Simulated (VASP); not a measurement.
# GaP in VASP: notebook, part 3 of 3

VASP 6.6.1.

**5. Work function, PBEsol**

This run uses another cell than the first one, of 46.59 Å³/atom, 1.203 times its volume.

Input file INCAR:

```
ALGO = Normal
DIPOL = 0.5 0.5 0.500
EDIFF = 1E-7
ENCUT = 520
GGA = PS
IDIPOL = 3
ISIF = 2
ISMEAR = 0
KPAR = 8
LASPH = T
LCHARG = T
LDIPOL = T
LREAL = F
LVACPOTAV = T
LVHAR = T
LWAVE = F
NELM = 100
PREC = Accurate
SIGMA = 0.05
```

Input file KPOINTS:

```
k-points
0
Gamma
  4 6 1
```

Input file POSCAR:

```
GaP
1.0
    5.4505000000      0.0000000000      0.0000000000
    0.0000000000      3.8540855110      0.0000000000
    0.0000000000      0.0000000000     35.4892992855
Ga P
8 8
Direct
    0.5000000000      0.5000000000      0.3099525835
    0.0000000000      1.0000000000      0.3642518454
    0.5000000000      0.5000000000      0.4185511072
    0.0000000000      1.0000000000      0.4728503691
    0.5000000000      0.5000000000      0.5271496309
    0.0000000000      0.0000000000      0.5814488928
    0.5000000000      0.5000000000      0.6357481546
    0.0000000000      1.0000000000      0.6900474165
    0.7500000000      0.0000000000      0.3099525835
    0.2500000000      0.5000000000      0.3642518454
    0.7500000000      0.0000000000      0.4185511072
    0.2500000000      0.5000000000      0.4728503691
    0.7500000000      1.0000000000      0.5271496309
    0.2500000000      0.5000000000      0.5814488928
    0.7500000000      0.0000000000      0.6357481546
    0.2500000000      0.5000000000      0.6900474165
```

Potentials or basis: VASP PAW PBE potentials, release 64 (Ga_d, P).

Launch:

```
cat potpaw_PBE.64/Ga_d/POTCAR potpaw_PBE.64/P/POTCAR > POTCAR
mpirun -np 8 vasp_std > vasp.out
```

OUTCAR:

```text
EDIFF = 1E-7
   ENCUT = 520
   GGA = PS
   ISIF = 2
   ISMEAR = 0
   LASPH = T
   LREAL = F
   NELM = 100
   PREC = Accurate

 ion  position               nearest neighbor table
   1  0.500  0.500  0.310-   9 2.36   9 2.36  10 2.36
   2  0.000  0.000  0.364-  11 2.36  10 2.36  10 2.36   9 2.36
   3  0.500  0.500  0.419-  10 2.36  11 2.36  11 2.36  12 2.36
   4  0.000  0.000  0.473-  13 2.36  12 2.36  12 2.36  11 2.36
   5  0.500  0.500  0.527-  12 2.36  13 2.36  13 2.36  14 2.36
   6  0.000  0.000  0.581-  15 2.36  14 2.36  14 2.36  13 2.36
   7  0.500  0.500  0.636-  14 2.36  15 2.36  15 2.36  16 2.36
   8  0.000  0.000  0.690-  16 2.36  16 2.36  15 2.36
   9  0.750  0.000  0.310-   1 2.36   1 2.36   2 2.36
  10  0.250  0.500  0.364-   3 2.36   2 2.36   2 2.36   1 2.36
  11  0.750  0.000  0.419-   2 2.36   3 2.36   3 2.36   4 2.36
  12  0.250  0.500  0.473-   5 2.36   4 2.36   4 2.36   3 2.36
  13  0.750  0.000  0.527-   4 2.36   5 2.36   5 2.36   6 2.36
  14  0.250  0.500  0.581-   7 2.36   6 2.36   6 2.36   5 2.36
  15  0.750  0.000  0.636-   6 2.36   7 2.36   7 2.36   8 2.36
  16  0.250  0.500  0.690-   8 2.36   8 2.36   7 2.36

  LATTYP: Found a simple orthorhombic cell.
 ALAT       =     3.8540855110
 B/A-ratio  =     1.4142135623
 C/A-ratio  =     9.2082283032

  Lattice vectors:

 A1 = (   0.0000000000,  -3.8540855110,   0.0000000000)
 A2 = (   5.4505000000,   0.0000000000,   0.0000000000)
 A3 = (   0.0000000000,   0.0000000000,  35.4892992855)

Analysis of symmetry for initial positions (statically):
=====================================================================
 Subroutine PRICEL returns:
 Original cell was already a primitive cell.

 Routine SETGRP: Setting up the symmetry group for a
 simple orthorhombic supercell.

 Subroutine GETGRP returns: Found  4 space group operations
 (whereof  2 operations were pure point group operations)
 out of a pool of  8 trial point group operations.

The static configuration has the point symmetry C_1h.
 The point group associated with its full space group is C_2v.

[... 162 lines left out ...]
  volume of cell :      745.51
 maximum number of plane-waves:     20142
 NGX is ok and might be reduce to    42
   NGX = 21   NGY = 15   NGZ =131

 dipolmoment           0.000000      0.000000     -0.000000 electrons x Angstroem

 number of electron     143.9999986 magnetization

 dipolmoment           0.000000      0.000000      0.000000 electrons x Angstroem

 Free energy of the ion-electron system (eV)
  ---------------------------------------------------
  ext. energy  EPLUGINS =         0.00000000
  ---------------------------------------------------
  free energy    TOTEN  =       -75.62603124 eV

  energy without entropy =      -75.62603124  energy(sigma->0) =      -75.62603124

 E-fermi :  -0.6316     XC(G=0):  -4.8026

 val. band max:       -0.8642727679   @ k =   0.0000   0.0000   0.0000
 cond. band min:      -0.2074854683   @ k =   0.5000   0.5000   0.0000
 fundamental gap:      0.6567872995
 Fermi energy:        -0.6316112325

 k-point     1 :       0.0000    0.0000    0.0000
  band No.  band energies     occupation
      1     -15.5850      2.00000
      2     -15.5847      2.00000
      3     -15.5772      2.00000
      4     -15.5771      2.00000
      5     -15.5502      2.00000
      6     -15.5305      2.00000
[... 1033 lines left out ...]
     83       3.6105      0.00000
     84       3.6105      0.00000
 [bands above 84 left out]

------------------------ aborting loop because EDIFF is reached ----------------------------------------

 vacuum level on the upper side and lower side of the slab       (xc-potential included)        -0.160        -0.160

  FORCE on cell =-STRESS in cart. coord.  units (eV):
  Direction    XX          YY          ZZ          XY          YZ          ZX
  --------------------------------------------------------------------------------------
  -------------------------------------------------------------------------------------
  Total       -4.1230067     -3.8158316     -0.8646460      0.0000000      0.0000000      0.0000000
  in kB       -8.8607301     -8.2005819     -1.8582058      0.0000000      0.0000000      0.0000000
  external PRESSURE =      -6.3065059 kB  Pullay stress =       0.0000000 kB

 VOLUME and BASIS-vectors are now :
 -----------------------------------------------------------------------------
  energy-cutoff  :      520.00
  volume of cell :      745.51
      direct lattice vectors                 reciprocal lattice vectors
     5.450500000  0.000000000  0.000000000     0.183469406  0.000000000  0.000000000
     0.000000000  3.854085511  0.000000000     0.000000000  0.259464923  0.000000000
     0.000000000  0.000000000 35.489299286     0.000000000  0.000000000  0.028177508

 POSITION                                       TOTAL-FORCE (eV/Angst)
 -----------------------------------------------------------------------------------
      2.72525      1.92704     11.00000         1.299853      0.000000      1.493840
      0.00000      0.00000     12.92704        -0.314611      0.000000      0.187362
      2.72525      1.92704     14.85409         0.274170      0.000000      0.123303
      0.00000      0.00000     16.78113        -0.029386      0.000000     -0.012130
      2.72525      1.92704     18.70817        -0.029386      0.000000      0.012130
      0.00000      0.00000     20.63521         0.274170      0.000000     -0.123303
[... 8 lines left out ...]
      4.08788      0.00000     22.56226        -0.689018      0.000000      0.522644
      1.36262      1.92704     24.48930        -0.423848      0.000000      1.282948
 -----------------------------------------------------------------------------------
    total drift:                               -0.000675      0.000000      0.000000

  FREE ENERGIE OF THE ION-ELECTRON SYSTEM (eV)
  ---------------------------------------------------
  free  energy   TOTEN  =       -75.6260312380 eV

  energy  without entropy=      -75.6260312380  energy(sigma->0) =      -75.62603124

 vacuum level on the upper side and lower side of the slab         4.138         4.138
```

OSZICAR:

```text
N       E                     dE             d eps       ncg     rms          rms(c)
DAV:   1     0.133807712696E+04    0.13381E+04   -0.62425E+04  2152   0.182E+03
DAV:   2     0.153787944274E+03   -0.11843E+04   -0.11450E+04  2392   0.461E+02
DAV:   3    -0.571469224319E+02   -0.21093E+03   -0.20100E+03  2464   0.178E+02
[... 20 lines left out ...]
DAV:  24    -0.756260275567E+02   -0.85389E-05   -0.18681E-07  1546   0.285E-03    0.364E-04
DAV:  25    -0.756260299630E+02   -0.24063E-05   -0.55448E-08  1562   0.162E-03    0.104E-04
DAV:  26    -0.756260308548E+02   -0.89177E-06   -0.16081E-08  1358   0.716E-04    0.113E-04
DAV:  27    -0.756260312028E+02   -0.34800E-06   -0.11811E-08  1374   0.455E-04    0.383E-05
DAV:  28    -0.756260312380E+02   -0.35223E-07   -0.32255E-09  1238   0.347E-04
   1 F= -.75626031E+02 E0= -.75626031E+02  d E =-.806281E-12
```

Wall time 8.1 min (8 MPI ranks of Intel Xeon Platinum 8488C (Sapphire Rapids), shared host); peak memory 1 GiB.

What came out:

- Free energy: -75.6260 eV
- Largest force: 1.980 eV/Å
- Band gap on the k mesh: 0.66 eV, indirect (least direct gap 0.77 eV)
- Ionisation potential of the upper face: 5.00 eV

Forces in eV/Å, atoms in the order of the input:
```
Ga   1.300  0.000  1.494
Ga  -0.315  0.000  0.187
Ga   0.274  0.000  0.123
Ga  -0.029  0.000 -0.012
Ga  -0.029  0.000  0.012
Ga   0.274  0.000 -0.123
Ga  -0.315  0.000 -0.187
Ga   1.300  0.000 -1.494
P   -0.424  0.000 -1.283
P   -0.689  0.000 -0.523
P   -0.043  0.000  0.124
P   -0.074  0.000 -0.096
P   -0.074  0.000  0.096
P   -0.043  0.000 -0.124
P   -0.689  0.000  0.523
P   -0.424  0.000  1.283
```

Caveat: the PAW data sets were made with another functional, which shifts forces and pressure a little.

**6. Summary**

```csv
cell,vacuum (Å),gap on the mesh (eV),largest force (eV/Å)
"Pmn2_1, 38.72 Å³/atom",-,0.66,1.98
"Pmn2_1, 24.27 Å³/atom",5,0.63,1.94
"Pmn2_1, 30.84 Å³/atom",10,0.66,1.98
"Pmn2_1, 46.59 Å³/atom",22,0.66,1.98
```

Alike in all rows: task work function; level PBEsol; potentials or basis VASP PAW PBE potentials, release 64 (Ga_d, P); no spin polarisation; k mesh 4 × 6 × 1; cutoff (eV) 520; smearing gaussian 0.05 eV.

On the cell as given the gap runs from 0.63 eV (PBEsol) to 0.66 eV (PBEsol).

Caveats: the PAW data sets were made with another functional, which shifts forces and pressure a little.

Total energies depend on the potentials used, so only differences within one code and one set of settings carry meaning.
